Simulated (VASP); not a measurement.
# BN, relaxation of the atoms: which settings are enough?

BN, P1 (no. 1), 8 atoms in the cell. PBE, relaxation of the atoms; PAW potentials N, B (PBE set). VASP 6.6.1.

Wanted: energy within 1 meV/atom; two shortest distances of each atom within 0.01 Å.

POSCAR:
```
BN
1.0
    5.0160818500      0.0000000000      0.0000000000
   -2.4934215300      4.3524620800      0.0000000000
   -0.6306650800     -1.0881155200      3.0225400000
N B
4 4
Direct
    0.3469610000      0.1733160000      0.9870480000
    0.3255150000      0.6753130000      0.9897050000
    0.8330640000      0.1696830000      0.9878300000
    0.8412130000      0.6619290000      0.9920050000
    0.4751380000      0.4785450000     -0.0147700000
    0.4962710000      0.9828580000     -0.0104230000
    0.9765730000      0.4798540000     -0.0035330000
    1.0015630000      1.0102690000      0.0193570000
```

The series start from Force threshold EDIFFG (eV/Å): -0.02; Electronic threshold EDIFF (eV): 1e-6; Relaxation method: conjugate gradient, POTIM 0.5; Mixing and least electronic steps: default. Each series keeps the choices made before it, and each single choice may use up half of a tolerance.

## Force threshold EDIFFG (eV/Å)

| Force threshold EDIFFG (eV/Å) | Energy less reference (meV/atom) | Two shortest distances of each atom, largest deviation (Å) | Time (s) |
|---|---|---|---|
| -0.1 | 0.0 | 0.001 | 59 |
| -0.05 | 0.0 | 0.001 | 72 |
| -0.03 | 0.0 | 0.000 | 94 |
| -0.02 | 0.0 | 0.000 | 71 |
| -0.01 | 0.0 | 0.000 | 97 |
| -0.005 | 0.0 | 0.000 | 112 |
| -0.002 (reference) | 0.0 | 0.000 | 109 |

Chosen: -0.1, the loosest value from which every tighter one stays within half of the tolerance.

## Electronic threshold EDIFF (eV)

| Electronic threshold EDIFF (eV) | Energy less reference (meV/atom) | Two shortest distances of each atom, largest deviation (Å) | Time (s) |
|---|---|---|---|
| 0.001 | 0.0 | 0.000 | 42 |
| 0.0001 | 0.0 | 0.000 | 56 |
| 1e-5 | 0.0 | 0.000 | 70 |
| 1e-6 | 0.0 | 0.000 | 59 |
| 1e-7 (reference) | 0.0 | 0.000 | 83 |

Chosen: 0.001.

## Relaxation method

| Relaxation method | Energy less reference (meV/atom) | Two shortest distances of each atom, largest deviation (Å) | Time (s) |
|---|---|---|---|
| conjugate gradient, POTIM 0.5 | 0.0 | 0.000 | 42 |
| conjugate gradient, POTIM 0.2 | 0.0 | 0.001 | 37 |
| conjugate gradient, POTIM 1.0 | 0.0 | 0.001 | 56 |
| quasi-Newton, POTIM 0.5 | 0.0 | 0.000 | 50 |
| quasi-Newton, POTIM 0.3, 10 steps kept | 0.0 | 0.001 | 26 |
| quasi-Newton, POTIM 0.5, at least 5 electronic steps | 0.0 | 0.000 | 54 |
| damped dynamics, POTIM 0.2, SMASS 0.4 | crashed | crashed | 53 |
| damped dynamics, POTIM 0.4, SMASS 0.8 | crashed | crashed | 29 |
| velocity quench, POTIM 0.1 | 0.0 | 0.001 | 98 |

Chosen: quasi-Newton, POTIM 0.3, 10 steps kept, the fastest of those that stay within half of the tolerance.

VASP's message at the runs that stop: internal error in: us.F  at line: 1398 internal ERROR SETYLM_AUG: -34 35 1870 22 -35 34 34 If you are not a developer, you should not encounter this problem. Please submit a bug report.

VASP's message at the runs that stop: internal error in: us.F  at line: 1398 internal ERROR SETYLM_AUG: -33 -54 18 18 -34 1 -55 If you are not a developer, you should not encounter this problem. Please submit a bug report.

## Mixing and least electronic steps

| Mixing and least electronic steps | Energy less reference (meV/atom) | Two shortest distances of each atom, largest deviation (Å) | SCF iterations | Time (s) |
|---|---|---|---|---|
| default | 0.0 | 0.000 | 34 | 26 |
| MAXMIX 40 | 0.0 | 0.001 | 32 | 26 |
| NELMIN 4 | 0.0 | 0.001 | 38 | 28 |
| NELMIN 4, MAXMIX 40 | 0.0 | 0.000 | 38 | 25 |
| ALGO Fast | 0.1 | 0.002 | 36 | 23 |

Chosen: default; no other choice that stays within half of the tolerance saves 30 % of the time.

## All choices together

| Input | Energy less reference (meV/atom) | Two shortest distances of each atom, largest deviation (Å) | Time (s) |
|---|---|---|---|
| program defaults (naive) | 0.1 | 0.001 | 43 |
| chosen settings | 0.1 | 0.001 | 26 |
| reference settings throughout | 0.0 | 0.000 | 108 |

The tolerance is met.

## The input

INCAR:
```
SYSTEM = BN
PREC = Normal ; ENCUT = 500
EDIFF = 0.001 ; ISMEAR = 0
SIGMA = 0.05 ; LREAL = .FALSE.
LASPH = .TRUE. ; NELM = 100
ALGO = Normal ; LWAVE = .FALSE.
LCHARG = .FALSE. ; IBRION = 1
NSW = 150 ; ISIF = 2
EDIFFG = -0.1 ; POTIM = 0.3
KPAR = 8 ; NFREE = 10
```

KPOINTS:
```
k-points
0
Gamma
  4 4 5
```

Commands:
```
cat potpaw_PBE.64/N/POTCAR potpaw_PBE.64/B/POTCAR > POTCAR
mpirun -np 8 vasp_std > vasp.out
```

The naive input happens to agree within the tolerance here, in 43 s.

Limits: the start was distorted on purpose (atoms moved at random), so the space group given is the start's and not the crystal's.

The chosen input took VASP 6.6.1 26 s on 8 cores (Intel Xeon Platinum 8259CL @ 2.50GHz (Skylake/Cascade Lake)), a shared host.

## An input that fails: ionic step far too long

VASP's message: internal error in: us.F  at line: 1398 internal ERROR SETYLM_AUG: 30 -35 38 38 29 1 -36 If you are not a developer, you should not encounter this problem. Please submit a bug report.

Changes against the starting input:
```
- NELM = 100
- IBRION = 2
- NSW = 150
- POTIM = 0.5
+ NELM = 60
+ IBRION = 3
+ NSW = 30
+ POTIM = 5.0
+ SMASS = 0.4
```
